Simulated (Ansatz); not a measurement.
Piezoelectric response of CdTe (computed with Ansatz 0.2.0)

Space group F-43m (No. 216), 2 atoms in the cell of the first input below: a = 4.588 Å, b = 4.588 Å, c = 4.588 Å, α = 60.00°, β = 60.00°, γ = 60.00°.

The cell was built from a prototype of a structure type listed for this compound, relaxed without spin–orbit coupling to zero pressure (pressure 0.0 GPa with this functional, without spin–orbit coupling). Functional: PBEsol.

Input:

```yaml
crystal:
  lattice:
    - [0.0, 3.2445360511, 3.2445360511]
    - [3.2445360511, 0.0, 3.2445360511]
    - [3.2445360511, 3.2445360511, 0.0]
  atoms:
    - { symbol: Cd, position: [0.0, 0.0, 0.0] }
    - { symbol: Te, position: [0.25, 0.25, 0.25] }
basis:
  ecutwfc: 420
  ecutrho_ratio: 4
kpoints:
  mp_grid: { grid: [10, 10, 10] }
hamiltonian:
  xc: pbesol
scf:
  occupations: { method: fixed }
output:
  forces: true
  stress: true
  eigenvalues: true
  polarization: {}
elastic:
  mode: relaxed_ion
  stencil: two_point
```

```bash
ansatz run input.yaml --threads 4 --pin off --max-ram 9216MiB --backend cpu --events-out ev --progress --plain --runs-dir out
```

Time: 58 s on 4 threads of Intel(R) Xeon(R) Platinum 8488C (Sapphire Rapids), with other jobs on the host, peak memory 0.91 GiB.

Elastic constants with relaxed ions (GPa, engineering shears):

```json
{"": "xx", "xx": "52.8", "yy": "35.7", "zz": "35.7", "yz": "0.0", "xz": "0.0", "xy": "0.0"}
{"": "yy", "xx": "35.7", "yy": "52.8", "zz": "35.7", "yz": "0.0", "xz": "0.0", "xy": "0.0"}
{"": "zz", "xx": "35.7", "yy": "35.7", "zz": "52.8", "yz": "0.0", "xz": "0.0", "xy": "0.0"}
{"": "yz", "xx": "0.0", "yy": "0.0", "zz": "0.0", "yz": "19.8", "xz": "0.0", "xy": "0.0"}
{"": "xz", "xx": "0.0", "yy": "0.0", "zz": "0.0", "yz": "0.0", "xz": "19.8", "xy": "0.0"}
{"": "xy", "xx": "0.0", "yy": "0.0", "zz": "0.0", "yz": "0.0", "xz": "0.0", "xy": "19.8"}
```

Proper piezoelectric stress tensor e (C/m²):

```
      xx     yy     zz     yz     xz     xy
x  0.000  0.000  0.000  0.031  0.000  0.000
y  0.000  0.000  0.000  0.000  0.031  0.000
z  0.000  0.000  0.000  0.000  0.000  0.031
```

Signs follow the polarity of the cell as typed: the inverted crystal has all signs reversed.

**Question.** Which piezoelectric strain constant d is largest in size (symmetry may tie others with it)?

**Answer.** d = e C⁻¹ gives d(x; yz) = 1.6 pC/N, tied by symmetry with others.

```
    xx   yy   zz   yz   xz   xy
x  0.0  0.0  0.0  1.6  0.0  0.0
y  0.0  0.0  0.0  0.0  1.6  0.0
z  0.0  0.0  0.0  0.0  0.0  1.6
```

Caveats: no spin-orbit coupling, which matters for these elements.

The piezoelectric response of CdTe is weak and arises only from shear referred to the cube axes. Zinc-blende symmetry leaves one independent coefficient, so hydrostatic pressure or uniaxial stress along a cube axis produces no polarization, whereas stress along a body diagonal does. The small stress coefficient of 0.031 C/m² probably reflects a near-cancellation: in tetrahedral semiconductors, the electronic response at clamped ions opposes the contribution from the displacement of the cation and anion sublattices against each other. In II-VI compounds, the larger bond ionicity generally tips this balance towards the ionic part.

The strain coefficient also depends on the lattice's shear compliance. With a shear constant of only 19.8 GPa, typical of long, polar bonds that resist bending weakly, CdTe turns a small stress coefficient into a strain coefficient of 1.6 pC/N, which is still modest. Because the tensor gives only the total response, it can't establish how large the two opposing contributions are.
